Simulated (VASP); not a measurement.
# GaSe (P6_3/mmc) in VASP: notebook

The runs below take GaSe through relaxation of cell and atoms, with PBE+D3(BJ).

All numbers are computed with VASP 6.6.1; they aren't measurements. Logs are shortened: lines on timing, memory, paths and dates and some standing lists are left out, and cuts for length are marked.

**1. Starting point**

Symmetry: P6_3/mmc, No. 194, hexagonal system. Conventional cell: a = 3.742 Å, b = 3.742 Å, c = 15.919 Å, α = 90.00°, β = 90.00°, γ = 120.00°. Around Ga (site symmetry 3m) lie 1 Ga at 2.32 Å and 3 Se at 2.48 Å. Around Se (site symmetry 3m) lie 3 Ga at 2.48 Å.

**2. Relaxation of cell and atoms, PBE+D3(BJ)**

The input, INCAR:

```
ALGO     = Normal         # electronic algorithm
EDIFF    = 1E-6           # SCF threshold, eV
EDIFFG   = -0.01          # ionic threshold
ENCUT    = 600            # plane-wave cutoff, eV
GGA      = PE             # functional
IBRION   = 2              # ionic algorithm
ISIF     = 3              # what is computed and relaxed
ISMEAR   = 0              # smearing method
IVDW     = 12             # dispersion correction
KPAR     = 4            
LASPH    = T              # aspherical terms in the spheres
LCHARG   = F              # write CHGCAR
LREAL    = F              # projectors in reciprocal space
LWAVE    = F              # write WAVECAR
NELM     = 80             # most SCF steps
NSW      = 90             # ionic steps
PREC     = Accurate       # precision mode
SIGMA    = 0.03           # smearing width, eV
```

The input, KPOINTS:

```
k-points
0
Gamma
  12 12 2
```

The input, POSCAR:

```
GaSe
1.0
    3.7420000000      0.0000000000      0.0000000000
   -1.8710000000      3.2406670610      0.0000000000
    0.0000000000      0.0000000000     15.9190000000
Ga Se
4 4
Direct
    0.3333333333      0.6666666667      0.1770000000
    0.6666666667      0.3333333333      0.6770000000
    0.3333333333      0.6666666667      0.3230000000
    0.6666666667      0.3333333333      0.8230000000
    0.3333333333      0.6666666667      0.6000000000
    0.6666666667      0.3333333333      0.1000000000
    0.3333333333      0.6666666667      0.9000000000
    0.6666666667      0.3333333333      0.4000000000
```

Potentials or basis: VASP PAW PBE potentials, release 64 (Ga_d, Se).

The run is started by

```console
cat potpaw_PBE.64/Ga_d/POTCAR potpaw_PBE.64/Se/POTCAR > POTCAR
mpirun -np 4 vasp_std > vasp.out
```

OUTCAR:

```text
EDIFF = 1E-6
   EDIFFG = -0.01
   ENCUT = 600
   GGA = PE
   IBRION = 2
   ISIF = 3
   ISMEAR = 0
   IVDW = 12
   LASPH = T
   LREAL = F
   NELM = 80
   NSW = 90
   PREC = Accurate
 IVDW          = 12

 ion  position               nearest neighbor table
   1  0.333  0.667  0.177-   3 2.32   6 2.48   6 2.48   6 2.48
   2  0.667  0.333  0.677-   4 2.32   5 2.48   5 2.48   5 2.48
   3  0.333  0.667  0.323-   1 2.32   8 2.48   8 2.48   8 2.48
   4  0.667  0.333  0.823-   2 2.32   7 2.48   7 2.48   7 2.48
   5  0.333  0.667  0.600-   2 2.48   2 2.48   2 2.48
   6  0.667  0.333  0.100-   1 2.48   1 2.48   1 2.48
   7  0.333  0.667  0.900-   4 2.48   4 2.48   4 2.48
   8  0.667  0.333  0.400-   3 2.48   3 2.48   3 2.48

  LATTYP: Found a hexagonal cell.
 ALAT       =     3.7420000000
 C/A-ratio  =     4.2541421700

  Lattice vectors:

 A1 = (   3.7420000000,   0.0000000000,   0.0000000000)
 A2 = (  -1.8710000000,   3.2406670610,   0.0000000000)
 A3 = (   0.0000000000,   0.0000000000,  15.9190000000)

Analysis of symmetry for initial positions (statically):
=====================================================================
 Subroutine PRICEL returns:
 Original cell was already a primitive cell.

 Routine SETGRP: Setting up the symmetry group for a
 hexagonal supercell.

 Subroutine GETGRP returns: Found 24 space group operations
 (whereof 12 operations were pure point group operations)
 out of a pool of 24 trial point group operations.

The static configuration has the point symmetry D_3d.
 The point group associated with its full space group is D_6h.

Analysis of symmetry for dynamics (positions and initial velocities):
=====================================================================
 Subroutine PRICEL returns:
 Original cell was already a primitive cell.

 Routine SETGRP: Setting up the symmetry group for a
 hexagonal supercell.

 Subroutine GETGRP returns: Found 24 space group operations
 (whereof 12 operations were pure point group operations)
 out of a pool of 24 trial point group operations.

The dynamic configuration has the point symmetry D_3d.
 The point group associated with its full space group is D_6h.

 Subroutine INISYM returns: Found 24 space group operations
 (whereof 12 operations are pure point group operations),
 and found     1 'primitive' translations

----------------------------------------------------------------------------------------

                                     Primitive cell

  volume of cell :     193.0430

  direct lattice vectors                    reciprocal lattice vectors
     3.742000000  0.000000000  0.000000000     0.267236772  0.154289222  0.000000000
    -1.871000000  3.240667061  0.000000000     0.000000000  0.308578444  0.000000000
     0.000000000  0.000000000 15.919000000     0.000000000  0.000000000  0.062818016

  length of vectors
     3.742000000  3.742000000 15.919000000     0.308578444  0.308578444  0.062818016

  position of ions in fractional coordinates (direct lattice)
     0.333333333  0.666666667  0.177000000
     0.666666667  0.333333333  0.677000000
     0.333333333  0.666666667  0.323000000
     0.666666667  0.333333333  0.823000000
     0.333333333  0.666666667  0.600000000
     0.666666667  0.333333333  0.100000000
     0.333333333  0.666666667  0.900000000
     0.666666667  0.333333333  0.400000000

  ion indices of the primitive-cell ions
   primitive index   ion index
                 1           1
                 2           2
                 3           3
                 4           4
                 5           5
                 6           6
                 7           7
                 8           8

----------------------------------------------------------------------------------------

 KPOINTS: k-points

Automatic generation of k-mesh.
 Grid dimensions read from file:
 generate k-points for:   12   12    2

 Generating k-lattice:

  Cartesian coordinates                     Fractional coordinates (reciprocal lattice)
     0.022269731  0.012857435  0.000000000     0.083333333  0.000000000  0.000000000
     0.000000000  0.025714870  0.000000000     0.000000000  0.083333333  0.000000000
     0.000000000  0.000000000  0.031409008     0.000000000  0.000000000  0.500000000

  Length of vectors
     0.025714870  0.025714870  0.031409008

  Shift w.r.t. Gamma in fractional coordinates (k-lattice)
     0.000000000  0.000000000  0.000000000

 Subroutine IBZKPT returns following result:
 ===========================================

 Found     38 irreducible k-points:

 Following reciprocal coordinates:
            Coordinates               Weight
  0.000000  0.000000  0.000000      1.000000
  0.083333  0.000000  0.000000      6.000000
  0.166667  0.000000  0.000000      6.000000
  0.250000  0.000000  0.000000      6.000000
  0.333333  0.000000  0.000000      6.000000
  0.416667  0.000000  0.000000      6.000000
[... 16 lines left out ...]
  0.250000  0.000000  0.500000      6.000000
  0.333333  0.000000  0.500000      6.000000
 [... further k-points ...]
   k-points           NKPTS =     38   k-points in BZ     NKDIM =     38   number of bands    NBANDS=     45
   number of dos      NEDOS =    301   number of ions     NIONS =      8
   total plane-waves  NPLWV = 115200
   dimension x,y,z NGX =    30 NGY =   30 NGZ =  128
   dimension x,y,z NGXF=    60 NGYF=   60 NGZF=  256
   ions per type =               4   4
   NGX,Y,Z   is equivalent  to a cutoff of  13.33, 13.33, 13.37 a.u.
   NGXF,Y,Z  is equivalent  to a cutoff of  26.66, 26.66, 26.73 a.u.
 SYSTEM =  unknown system
   PREC   = accura    normal or accurate (medium, high low for compatibility)
   ISTART =      0    job   : 0-new  1-cont  2-samecut
   ICHARG =      2    charge: 1-file 2-atom 10-const
   ISPIN  =      1    spin polarized calculation?
   LNONCOLLINEAR =      F non collinear calculations
   LSORBIT =      F    spin-orbit coupling
   LASPH  =      T    aspherical Exc in radial PAW
   ENCUT  =  600.0 eV  44.10 Ry    6.64 a.u.   7.47  7.47 31.79*2*pi/ulx,y,z
   NELM   =     80;   NELMIN=  2; NELMDL= -5     # of ELM steps
   EDIFF  = 0.1E-05   stopping-criterion for ELM
   LREAL  =      F    real-space projection
   EDIFFG = -.1E-01   stopping-criterion for IOM
   NSW    =     90    number of steps for IOM
   IBRION =      2    ionic relax: 0-MD 1-quasi-New 2-CG
   NFREE  =      1    steps in history (QN), initial steepest desc. (CG)
   ISIF   =      3    stress and relaxation
   ISYM   =      2    0-nonsym 1-usesym 2-fastsym
   POTIM  = 0.5000    time-step for ionic-motion
   TEBEG  =    0.0;   TEEND  =   0.0 temperature during run
   PSTRESS=    0.0 pullay stress
   NELECT =      76.0000    total number of electrons
   NUPDOWN=      -1.0000    fix difference up-down
   EMIN   =  10.00;   EMAX   =-10.00  energy-range for DOS
   EFERMI =   0.00;   METHOD = LEGACY
   ISMEAR =     0;   SIGMA  =   0.03  broadening in eV -4-tet -1-fermi 0-gaus
   EFERMI_NEDOS =   21; number of points for ismear=-14 and -15
   IALGO  =     38    algorithm
   IMIX   =      4    mixing-type and parameters
     AMIX     =   0.40;   BMIX     =  1.00
     AMIX_MAG =   1.60;   BMIX_MAG =  1.00
  volume/ion in A,a.u.               =      24.13       162.84
  Fermi-wavevector in a.u.,A,eV,Ry     =   1.199853  2.267393 19.587589  1.439647
  Thomas-Fermi vector in A             =   2.335705
   LORBIT       =      0    0 simple, 1 ext, 2 COOP (PROOUT), +10 PAW based schemes
   GGA     = PE    functional components
   LHFCALC =     F    Hartree Fock is set to
   AEXX    =    0.0000 exact exchange contribution
   IVDW    =    12    specifies the selected vdW correction
   LEPSILON=     F    determine dielectric tensor
   LRPA    =     F    only Hartree local field effects (RPA)
 conjugate gradient relaxation of ions
 non-spin polarized calculation
 Gauss-broadening in eV      SIGMA  =   0.03
  energy-cutoff  :      600.00
  volume of cell :      193.04
 maximum number of plane-waves:      6492
 NGX is ok and might be reduce to    30
   NGX = 15   NGY = 15   NGZ = 63

--------------------------------------- Ionic step        1  -------------------------------------------

 number of electron      76.0000020 magnetization

 Free energy of the ion-electron system (eV)
  ---------------------------------------------------
  ext. energy  EPLUGINS =         0.00000000
  ---------------------------------------------------
  free energy    TOTEN  =       -30.05497852 eV

  energy without entropy =      -30.05497852  energy(sigma->0) =      -30.05497852

------------------------ aborting loop because EDIFF is reached ----------------------------------------

 Edisp (eV)   -2.36874

 E8    (eV) :    -1.0412

  FORCE on cell =-STRESS in cart. coord.  units (eV):
  Direction    XX          YY          ZZ          XY          YZ          ZX
  --------------------------------------------------------------------------------------
  -------------------------------------------------------------------------------------
  Total       0.14226     0.14226     3.43243     0.00000     0.00000    -0.00000
  in kB       1.18072     1.18072    28.48776     0.00000     0.00000    -0.00000
  external pressure =       10.28 kB  Pullay stress =        0.00 kB
[... 115 lines left out ...]
  FREE ENERGIE OF THE ION-ELECTRON SYSTEM (eV)
  ---------------------------------------------------
  free  energy   TOTEN  =       -32.5468738359 eV

  energy  without entropy=      -32.5468738359  energy(sigma->0) =      -32.54687384

[... ionic steps 4 to 14 ...]

--------------------------------------- Ionic step       15  -------------------------------------------

 number of electron      75.9999992 magnetization

------------------------ aborting loop because EDIFF is reached ----------------------------------------

 Edisp (eV)   -2.32008

 E8    (eV) :    -1.0193
[... 81 lines left out ...]
  energy  without entropy=      -32.5552478165  energy(sigma->0) =      -32.55524782

--------------------------------------- Ionic step       17  -------------------------------------------

 number of electron      75.9999991 magnetization

 Free energy of the ion-electron system (eV)
  ---------------------------------------------------
  ext. energy  EPLUGINS =         0.00000000
  ---------------------------------------------------
  free energy    TOTEN  =       -30.23509350 eV

  energy without entropy =      -30.23509350  energy(sigma->0) =      -30.23509350

 E-fermi :   3.5397     XC(G=0):  -9.2428

 val. band max:        3.4112154838   @ k =   0.0000   0.0000   0.0000
 cond. band min:       4.2581983175   @ k =   0.0000   0.0000   0.0000
 fundamental gap:      0.8469828337
 Fermi energy:         3.5396576142

 k-point     1 :       0.0000    0.0000    0.0000
  band No.  band energies     occupation
      1     -11.7803      2.00000
      2     -11.7800      2.00000
      3     -11.6598      2.00000
      4     -11.6598      2.00000
      5     -11.6597      2.00000
      6     -11.6597      2.00000
[... 1141 lines left out ...]
     44       7.4615      0.00000
     45       7.6744      0.00000

 [... further k-points ...]

------------------------ aborting loop because EDIFF is reached ----------------------------------------

 Edisp (eV)   -2.32024

 E8    (eV) :    -1.0194

  FORCE on cell =-STRESS in cart. coord.  units (eV):
  Direction    XX          YY          ZZ          XY          YZ          ZX
  --------------------------------------------------------------------------------------
  -------------------------------------------------------------------------------------
  Total       0.00784     0.00784    -0.03566     0.00000     0.00000     0.00000
  in kB       0.06390     0.06390    -0.29052     0.00000     0.00000     0.00000
  external pressure =       -0.05 kB  Pullay stress =        0.00 kB
[... 23 lines left out ...]
  FREE ENERGIE OF THE ION-ELECTRON SYSTEM (eV)
  ---------------------------------------------------
  free  energy   TOTEN  =       -32.5553364523 eV

  energy  without entropy=      -32.5553364523  energy(sigma->0) =      -32.55533645

 reached required accuracy - stopping structural energy minimisation
```

It took 15 min on 4 MPI ranks of Intel Xeon Platinum 8375C at 2.90GHz (Ice Lake), shared host; peak memory 0.58 GiB.

What came out:

| Quantity | Value |
| --- | --- |
| Free energy | -32.5553 eV |
| Relaxed volume | 24.59 Å³/atom |
| Relaxed cell | a = 3.771 Å, b = 3.771 Å, c = 15.971 Å, α = 90.00°, β = 90.00°, γ = 120.00° |
| Space group after relaxing (to 0.05 Å) | P6_3/mmc (No. 194) |
| Energy gained by relaxing | 16.5 meV/atom |
| Ionic steps | 17 |
| Pressure after relaxing | 0.0 GPa |
| Largest force after relaxing | 0.007 eV/Å |
| Band gap on the k mesh | 0.85 eV, direct |
| Dispersion energy per atom | -0.290 eV |

Forces on the atoms (eV/Å):
```
Ga   0.000  0.000  0.007
Ga   0.000  0.000  0.007
Ga   0.000  0.000 -0.007
Ga   0.000  0.000 -0.007
Se   0.000  0.000  0.001
Se   0.000  0.000  0.001
Se   0.000  0.000 -0.001
Se   0.000  0.000 -0.001
```

The path:
```tsv
step	energy change (eV)	largest force (eV/Å)	pressure (GPa)	volume (Å³)
1	0.0000	1.2153	1.03	193.04
2	-0.1051	0.3865	0.37	197.38
3	-0.1232	0.0169	0.45	196.11
4	-0.1231	0.0246	0.51	196.05
5	-0.1284	0.0639	-0.18	198.18
6	-0.1284	0.0648	-0.15	198.15
7	-0.1302	0.0166	-0.05	198.01
8	-0.1304	0.0296	-0.02	197.94
9	-0.1305	0.0251	0.00	197.84
10	-0.1307	0.0337	-0.01	197.68
11	-0.1308	0.0293	-0.02	197.62
12	-0.1311	0.0158	0.00	197.43
13	-0.1315	0.0123	0.01	197.05
14	-0.1315	0.0202	-0.02	196.93
15	-0.1315	0.0368	0.01	196.69
16	-0.1315	0.0242	-0.01	196.87
17	-0.1316	0.0073	-0.01	196.69
```

Final structure:
```
Ga Se
1.0
     3.77098    0.00000    0.00000
    -1.88549    3.26576    0.00000
     0.00000    0.00000   15.97129
Ga Se
4 4
Direct
  0.33333 0.66667 0.17344
  0.66667 0.33333 0.67344
  0.33333 0.66667 0.32656
  0.66667 0.33333 0.82656
  0.33333 0.66667 0.59951
  0.66667 0.33333 0.09951
  0.33333 0.66667 0.90049
  0.66667 0.33333 0.40049
```

Levels at points of the mesh, in eV from the valence-band top:
```tsv
k point	band 34	band 35	band 36	band 37	band 38	band 39	band 40	band 41	band 42	band 43
(0.00, 0.00, 0.00)	-1.32	-1.32	-1.20	-1.20	0.00	0.85	1.86	2.12	2.24	3.90
(0.50, 0.00, 0.00)	-2.58	-2.46	-2.36	-2.28	-1.85	1.01	1.25	1.80	1.82	3.59
(0.00, 0.00, 0.50)	-1.24	-1.24	-1.24	-0.90	-0.90	1.51	1.51	2.17	2.17	3.95
(0.50, 0.00, 0.50)	-2.53	-2.43	-2.43	-2.16	-2.16	1.35	1.35	1.57	1.57	3.47
```

A k mesh can miss the band edges. Zero-point motion and thermal expansion aren't in these numbers.

**3. Relaxation of cell and atoms, PBE+D3(BJ)**

This run uses another cell than the first one, of 24.59 Å³/atom, 1.019 times its volume.

INCAR: that of step 2 with these lines changed.

```diff
@@ -1,4 +1,4 @@
 ALGO     = Normal         # electronic algorithm
-EDIFF    = 1E-6           # SCF threshold, eV
-EDIFFG   = -0.01          # ionic threshold
+EDIFF    = 1E-7           # SCF threshold, eV
+EDIFFG   = -0.005         # ionic threshold
 ENCUT    = 600            # plane-wave cutoff, eV
```

KPOINTS is that of step 2.

The input, POSCAR:

```
GaSe                                    
1.0
    3.7709758337      0.0000000000     -0.0000000000
   -1.8854879168      3.2657608690     -0.0000000000
    0.0000000000      0.0000000000     15.9712918297
  Ga              Se            
     4     4
Direct
     0.3333333332999970    0.6666666667000030    0.1734410702058591
     0.6666666667000030    0.3333333332999970    0.6734410702058590
     0.3333333332999970    0.6666666667000030    0.3265589297941410
     0.6666666667000030    0.3333333332999970    0.8265589297941410
     0.3333333332999970    0.6666666667000030    0.5995059460791368
     0.6666666667000030    0.3333333332999970    0.0995059460791369
     0.3333333332999970    0.6666666667000030    0.9004940539208632
     0.6666666667000030    0.3333333332999970    0.4004940539208631
```

Potentials or basis: VASP PAW PBE potentials, release 64 (Ga_d, Se).

The run is started by

```console
cat potpaw_PBE.64/Ga_d/POTCAR potpaw_PBE.64/Se/POTCAR > POTCAR
mpirun -np 4 vasp_std > vasp.out
```

Run time: 2.8 min. Hardware: 4 MPI ranks of Intel Xeon Platinum 8375C at 2.90GHz (Ice Lake), shared host; peak memory 0.57 GiB.

The run converged. Its results:

```yaml
Free_energy: -32.5558 eV
Relaxed_volume: 24.58 Å³/atom
Relaxed_cell: a = 3.771 Å, b = 3.771 Å, c = 15.967 Å, α = 90.00°, β = 90.00°, γ = 120.00°
Space_group_after_relaxing_to_0.05_Å: P6_3/mmc (No. 194)
Energy_gained_by_relaxing: 0.0 meV/atom
Ionic_steps: 2
Pressure_after_relaxing: 0.0 GPa
Band_gap_on_the_k_mesh: 0.85 eV, direct
Dispersion_energy_per_atom: -0.290 eV
```

Final structure:
```xyz
8
Lattice="3.7710 0.0000 0.0000 -1.8855 3.2658 0.0000 0.0000 0.0000 15.9667" Properties=species:S:1:pos:R:3 pbc="T T T"
Ga    0.0000    2.1772    2.7696
Ga    1.8855    1.0886   10.7530
Ga    0.0000    2.1772    5.2137
Ga    1.8855    1.0886   13.1971
Se    0.0000    2.1772    9.5721
Se    1.8855    1.0886    1.5888
Se    0.0000    2.1772   14.3779
Se    1.8855    1.0886    6.3946
```

Levels at points of the mesh, in eV from the valence-band top:
| k point | band 36 | band 37 | band 38 | band 39 | band 40 | band 41 |
| --- | --- | --- | --- | --- | --- | --- |
| (0.00, 0.00, 0.00) | -1.20 | -1.20 | 0.00 | 0.85 | 1.86 | 2.12 |
| (0.50, 0.00, 0.00) | -2.36 | -2.28 | -1.85 | 1.01 | 1.25 | 1.79 |
| (0.00, 0.00, 0.50) | -1.24 | -0.90 | -0.90 | 1.51 | 1.51 | 2.17 |
| (0.50, 0.00, 0.50) | -2.43 | -2.16 | -2.16 | 1.35 | 1.35 | 1.57 |
